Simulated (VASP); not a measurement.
# KF (Fm-3m) in VASP: notebook, part 2 of 2

VASP 6.6.1.

## 3. Relaxation of cell and atoms, r2SCAN

This run uses another cell than the first one, of 18.70 Å³/atom, 0.995 times its volume.

The input, POSCAR:

```
KF
1.0
    0.0000000000      2.6544130000      2.6544130000
    2.6544130000      0.0000000000      2.6544130000
    2.6544130000      2.6544130000      0.0000000000
K F
1 1
Direct
    0.0000000000      0.0000000000      0.0000000000
    0.5000000000      0.5000000000      0.5000000000
```

The input, INCAR.step1:

```
SYSTEM = KF
ALGO = Normal ; EDIFF = 1E-4
ENCUT = 600 ; GGA = PE
ISMEAR = 0 ; LASPH = .True.
LCHARG = .False. ; LREAL = .False.
LWAVE = .True. ; NELM = 100
PREC = Accurate ; SIGMA = 0.02
```

The input, INCAR.step2:

```
SYSTEM = KF
ALGO = Normal ; EDIFF = 1E-6
EDIFFG = -0.02 ; ENCUT = 600
IBRION = 2 ; ISIF = 3
ISMEAR = 0 ; ISTART = 1
LASPH = .True. ; LCHARG = .False.
LMIXTAU = .True. ; LREAL = .False.
LWAVE = .False. ; METAGGA = R2SCAN
NELM = 100 ; NSW = 70
PREC = Accurate ; SIGMA = 0.02
```

The input, KPOINTS:

```
k-points
0
Gamma
  8 8 8
  0 0 0
```

Potentials or basis: VASP PAW PBE potentials, release 64 (K_sv, F).

On the command line:

```sh
$ cat potpaw_PBE.64/K_sv/POTCAR potpaw_PBE.64/F/POTCAR > POTCAR
$ cp INCAR.step1 INCAR
$ mpirun -np 1 vasp_std > vasp.out
$ cp INCAR.step2 INCAR
$ mpirun -np 1 vasp_std > vasp.out
```

OUTCAR:

```text
SYSTEM = KF
   EDIFF = 1E-6
   EDIFFG = -0.02
   ENCUT = 600
   IBRION = 2
   ISIF = 3
   ISMEAR = 0
   ISTART = 1
   LASPH = .True.
   LREAL = .False.
   METAGGA = R2SCAN
   NELM = 100
   NSW = 70
   PREC = Accurate

 ion  position               nearest neighbor table
   1  0.000  0.000  0.000-   2 2.65   2 2.65   2 2.65   2 2.65   2 2.65   2 2.65
   2  0.500  0.500  0.500-   1 2.65   1 2.65   1 2.65   1 2.65   1 2.65   1 2.65

  LATTYP: Found a face centered cubic cell.
 ALAT       =     5.3088260000

  Lattice vectors:

 A1 = (   0.0000000000,   2.6544130000,   2.6544130000)
 A2 = (   2.6544130000,   0.0000000000,   2.6544130000)
 A3 = (   2.6544130000,   2.6544130000,   0.0000000000)

Analysis of symmetry for initial positions (statically):
=====================================================================
 Subroutine PRICEL returns:
 Original cell was already a primitive cell.

 Routine SETGRP: Setting up the symmetry group for a
 face centered cubic supercell.

 Subroutine GETGRP returns: Found 48 space group operations
 (whereof 48 operations were pure point group operations)
 out of a pool of 48 trial point group operations.

The static configuration has the point symmetry O_h .

Analysis of symmetry for dynamics (positions and initial velocities):
=====================================================================
 Subroutine PRICEL returns:
 Original cell was already a primitive cell.

 Routine SETGRP: Setting up the symmetry group for a
 face centered cubic supercell.

 Subroutine GETGRP returns: Found 48 space group operations
 (whereof 48 operations were pure point group operations)
 out of a pool of 48 trial point group operations.

The dynamic configuration has the point symmetry O_h .

 Subroutine INISYM returns: Found 48 space group operations
 (whereof 48 operations are pure point group operations),
 and found     1 'primitive' translations

----------------------------------------------------------------------------------------

                                     Primitive cell

  volume of cell :      37.4055

  direct lattice vectors                    reciprocal lattice vectors
     0.000000000  2.654413000  2.654413000    -0.188365563  0.188365563  0.188365563
     2.654413000  0.000000000  2.654413000     0.188365563 -0.188365563  0.188365563
     2.654413000  2.654413000  0.000000000     0.188365563  0.188365563 -0.188365563

  length of vectors
     3.753906865  3.753906865  3.753906865     0.326258726  0.326258726  0.326258726

  position of ions in fractional coordinates (direct lattice)
     0.000000000  0.000000000  0.000000000
     0.500000000  0.500000000  0.500000000

  ion indices of the primitive-cell ions
   primitive index   ion index
                 1           1
                 2           2

----------------------------------------------------------------------------------------

 KPOINTS: k-points

Automatic generation of k-mesh.
 Grid dimensions read from file:
[... 45 lines left out ...]
 -0.375000  0.250000  0.125000     24.000000
 [... further k-points ...]
   k-points           NKPTS =     29   k-points in BZ     NKDIM =     29   number of bands    NBANDS=     12
   number of dos      NEDOS =    301   number of ions     NIONS =      2
   total plane-waves  NPLWV =  27000
   dimension x,y,z NGX =    30 NGY =   30 NGZ =   30
   dimension x,y,z NGXF=    60 NGYF=   60 NGZF=   60
   ions per type =               1   1
   NGX,Y,Z   is equivalent  to a cutoff of  13.29, 13.29, 13.29 a.u.
   NGXF,Y,Z  is equivalent  to a cutoff of  26.57, 26.57, 26.57 a.u.
 SYSTEM =  KF
   PREC   = accura    normal or accurate (medium, high low for compatibility)
   ISTART =      1    job   : 0-new  1-cont  2-samecut
   ICHARG =      0    charge: 1-file 2-atom 10-const
   ISPIN  =      1    spin polarized calculation?
   LNONCOLLINEAR =      F non collinear calculations
   LSORBIT =      F    spin-orbit coupling
   LASPH  =      T    aspherical Exc in radial PAW
   ENCUT  =  600.0 eV  44.10 Ry    6.64 a.u.   7.50  7.50  7.50*2*pi/ulx,y,z
   NELM   =    100;   NELMIN=  2; NELMDL=  0     # of ELM steps
   EDIFF  = 0.1E-05   stopping-criterion for ELM
   LREAL  =      F    real-space projection
   EDIFFG = -.2E-01   stopping-criterion for IOM
   NSW    =     70    number of steps for IOM
   IBRION =      2    ionic relax: 0-MD 1-quasi-New 2-CG
   NFREE  =      1    steps in history (QN), initial steepest desc. (CG)
   ISIF   =      3    stress and relaxation
   ISYM   =      2    0-nonsym 1-usesym 2-fastsym
   POTIM  = 0.5000    time-step for ionic-motion
   TEBEG  =    0.0;   TEEND  =   0.0 temperature during run
   PSTRESS=    0.0 pullay stress
   NELECT =      16.0000    total number of electrons
   NUPDOWN=      -1.0000    fix difference up-down
   EMIN   =  10.00;   EMAX   =-10.00  energy-range for DOS
   EFERMI =   0.00;   METHOD = LEGACY
   ISMEAR =     0;   SIGMA  =   0.02  broadening in eV -4-tet -1-fermi 0-gaus
   EFERMI_NEDOS =   21; number of points for ismear=-14 and -15
   IALGO  =     38    algorithm
   IMIX   =      4    mixing-type and parameters
     AMIX     =   0.40;   BMIX     =  1.00
     AMIX_MAG =   1.60;   BMIX_MAG =  1.00
  volume/ion in A,a.u.               =      18.70       126.21
  Fermi-wavevector in a.u.,A,eV,Ry     =   1.233492  2.330962 20.701298  1.521502
  Thomas-Fermi vector in A             =   2.368220
   LORBIT       =      0    0 simple, 1 ext, 2 COOP (PROOUT), +10 PAW based schemes
   METAGGA = R2SCAN    functional components
   LHFCALC =     F    Hartree Fock is set to
   AEXX    =    0.0000 exact exchange contribution
   IVDW    =     0    specifies the selected vdW correction
   LEPSILON=     F    determine dielectric tensor
   LRPA    =     F    only Hartree local field effects (RPA)
 conjugate gradient relaxation of ions
 non-spin polarized calculation
 Gauss-broadening in eV      SIGMA  =   0.02
  energy-cutoff  :      600.00
  volume of cell :       37.41
 maximum number of plane-waves:      1283
 NGX is ok and might be reduce to    30
   NGX = 15   NGY = 15   NGZ = 15

 number of electron      16.0000003 magnetization

 Free energy of the ion-electron system (eV)
  ---------------------------------------------------
  ext. energy  EPLUGINS =         0.00000000
  ---------------------------------------------------
  free energy    TOTEN  =       -14.97550666 eV

  energy without entropy =      -14.97550666  energy(sigma->0) =      -14.97550666

 E-fermi :  -3.1436     XC(G=0):  -8.9976

 val. band max:       -3.3012204119   @ k =   0.0000   0.0000   0.0000
 cond. band min:       3.6359675303   @ k =   0.0000   0.0000   0.0000
 fundamental gap:      6.9371879423
 Fermi energy:        -3.1436164765

 k-point     1 :       0.0000    0.0000    0.0000
  band No.  band energies     occupation
      1     -30.3669      2.00000
      2     -23.1020      2.00000
      3     -12.8382      2.00000
      4     -12.8382      2.00000
      5     -12.8382      2.00000
      6      -3.3012      2.00000
      7      -3.3012      2.00000
      8      -3.3012      2.00000
      9       3.6360      0.00000
     10       8.2076      0.00000
     11       8.2076      0.00000
     12       8.2076      0.00000
[... 331 lines left out ...]
 k-point    24 :      -0.3750    0.2500    0.1250
  band No.  band energies     occupation
      1     -30.2502      2.00000
      2     -23.1762      2.00000
      3     -13.1727      2.00000
      4     -13.0637      2.00000
      5     -12.9123      2.00000
      6      -3.8629      2.00000
      7      -3.5790      2.00000
      8      -3.5523      2.00000
      9       6.7850      0.00000
     10       7.5074      0.00000
     11       9.4045      0.00000
     12      10.4019      0.00000

 [... further k-points ...]

------------------------ aborting loop because EDIFF is reached ----------------------------------------

  FORCE on cell =-STRESS in cart. coord.  units (eV):
  Direction    XX          YY          ZZ          XY          YZ          ZX
  --------------------------------------------------------------------------------------
  -------------------------------------------------------------------------------------
  Total        0.0352415      0.0352415      0.0352415      0.0000000      0.0000000     -0.0000000
  in kB        1.5094860      1.5094860      1.5094860      0.0000000      0.0000000     -0.0000000
  external PRESSURE =       1.5094860 kB  Pullay stress =       0.0000000 kB

 VOLUME and BASIS-vectors are now :
 -----------------------------------------------------------------------------
  energy-cutoff  :      600.00
  volume of cell :       37.41
      direct lattice vectors                 reciprocal lattice vectors
     0.000000000  2.654413000  2.654413000    -0.188365563  0.188365563  0.188365563
     2.654413000  0.000000000  2.654413000     0.188365563 -0.188365563  0.188365563
     2.654413000  2.654413000  0.000000000     0.188365563  0.188365563 -0.188365563

 POSITION                                       TOTAL-FORCE (eV/Angst)
 -----------------------------------------------------------------------------------
      0.00000      0.00000      0.00000         0.000000     -0.000000     -0.000000
      2.65441      2.65441      2.65441        -0.000000      0.000000      0.000000
 -----------------------------------------------------------------------------------
    total drift:                                0.000000      0.000000      0.000000

  FREE ENERGIE OF THE ION-ELECTRON SYSTEM (eV)
  ---------------------------------------------------
  free  energy   TOTEN  =       -14.9755066581 eV

  energy  without entropy=      -14.9755066581  energy(sigma->0) =      -14.97550666

 reached required accuracy - stopping structural energy minimisation
```

It took 73 s on 1 thread of Intel Xeon Platinum 8259CL at 2.50GHz (Skylake/Cascade Lake), shared host; peak memory 0.17 GiB.

Results:

* Free energy: -14.9755 eV
* Pressure after relaxing: 0.2 GPa
* Band gap on the k mesh: 6.94 eV, direct

Final structure:
```
K F
1.0
     0.00000    2.65441    2.65441
     2.65441    0.00000    2.65441
     2.65441    2.65441    0.00000
K F
1 1
Direct
  0.00000 0.00000 0.00000
  0.50000 0.50000 0.50000
```

Caveat: the relaxation stopped at its first step, so nothing moved; the PAW data sets were made with another functional, which shifts forces and pressure a little.
